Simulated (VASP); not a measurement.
InSb:

```
CELL_PARAMETERS angstrom
-2.94474 2.94474 1.63638
2.94474 -2.94474 1.63638
2.94474 2.94474 -1.63638
ATOMIC_POSITIONS crystal
In 0.75000 0.25000 0.50000
Sb 0.00000 0.00000 0.00000
```

Measurements of this composition are mostly on another form, of space group No. 216.

```yaml
Program: VASP 6.6.1
Task: relaxation of cell and atoms
Functional: PBEsol
Potentials_or_basis: VASP PAW PBE potentials, release 64 (In_d, Sb)
Cutoff: 600 eV
k_mesh: 14 × 14 × 14
Occupations: gaussian, width 0.1 eV
Spin: no spin polarisation
```

At the start: pressure -2.8 GPa; volume 28.38 Å³/atom.

**Question.** How do energy, volume and symmetry change on relaxing?

**Answer.** Over 7 steps the energy falls by 16.2 meV/atom and the volume is 26.74 Å³/atom (-5.8 %); space group I-4m2 (No. 119, to 0.05 Å).

The path:
| step | energy change (eV) | largest force (eV/Å) | pressure (GPa) | volume (Å³) |
| --- | --- | --- | --- | --- |
| 1 | 0.0000 | 0.0000 | -2.81 | 56.76 |
| 2 | -0.0298 | 0.0000 | 0.79 | 52.76 |
| 3 | -0.0314 | 0.0000 | 0.06 | 53.45 |
| 4 | -0.0322 | 0.0000 | 0.04 | 53.44 |
| 5 | -0.0325 | 0.0000 | 0.03 | 53.44 |
| 6 | -0.0325 | 0.0000 | 0.03 | 53.44 |
| 7 | -0.0325 | 0.0000 | -0.01 | 53.48 |

Final structure:
```yaml
crystal:
  lattice:
    - [-2.90414, 2.90414, 1.58535]
    - [2.90414, -2.90414, 1.58535]
    - [2.90414, 2.90414, -1.58535]
  atoms:
    - { symbol: In, position: [0.75000, 0.25000, 0.50000] }
    - { symbol: Sb, position: [0.00000, 0.00000, 0.00000] }
```

Caveat: the PAW data sets were made with another functional, which shifts forces and pressure a little.
